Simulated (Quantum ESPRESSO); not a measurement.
**C: zone-centre phonons under several settings**

```
CELL_PARAMETERS angstrom
2.45623 0.00000 0.00000
-1.22811 2.12716 0.00000
0.00000 0.00000 24.13396
ATOMIC_POSITIONS crystal
C 0.66667 0.33333 0.57048
C 0.33333 0.66667 0.42952
C 0.00000 0.00000 0.42953
C 0.00000 0.00000 0.57047
```

The slab is cut from a database's or a generator's crystal, which needn't be the stable form of the element.

All runs used Quantum ESPRESSO 7.5; potentials PseudoDojo 0.4.1 SR LDA standard; k mesh 8 × 8 × 1; no spin polarisation; cutoff 1116 eV; occupations cold, width 0.2 eV.

```csv
level,geometry,volume (Å³/atom),lowest optical mode without the field (cm⁻¹),highest optical mode without the field (cm⁻¹)
LDA,relaxed at 0 GPa,30.61,36,1626
LDA,relaxed at 5 GPa,8.14,87,1648
LDA,relaxed at 10 GPa,7.55,112,1668
LDA,relaxed at 20 GPa,?,?,?
```

Task: What stands in the row left open?

Result: Volume 6.89 Å³/atom; lowest optical mode without the field 138 cm⁻¹; highest optical mode without the field 1702 cm⁻¹.

Caveats: the mesh is thin for the phonons of a metal; the layers were relaxed without a dispersion term, so their spacing and the soft interlayer modes are unreliable; this smearing can shift energies of a crystal with a gap; the volume moved by over 15 % at a fixed basis, so the end points are rough (some runs); the cell is more than 3 GPa from zero pressure, which shifts response properties (some runs); the cell relaxed to another space group than the one typed (some runs).

For the row left open. Caveat: the k mesh is coarse; the mesh is thin for the phonons of a metal; the volume moved by over 15 % at a fixed basis, so the end points are rough; the cell is more than 3 GPa from zero pressure, which shifts response properties; the layers were relaxed without a dispersion term, so their spacing and the soft interlayer modes are unreliable; the cell relaxed to another space group than the one typed; this smearing can shift energies of a crystal with a gap.
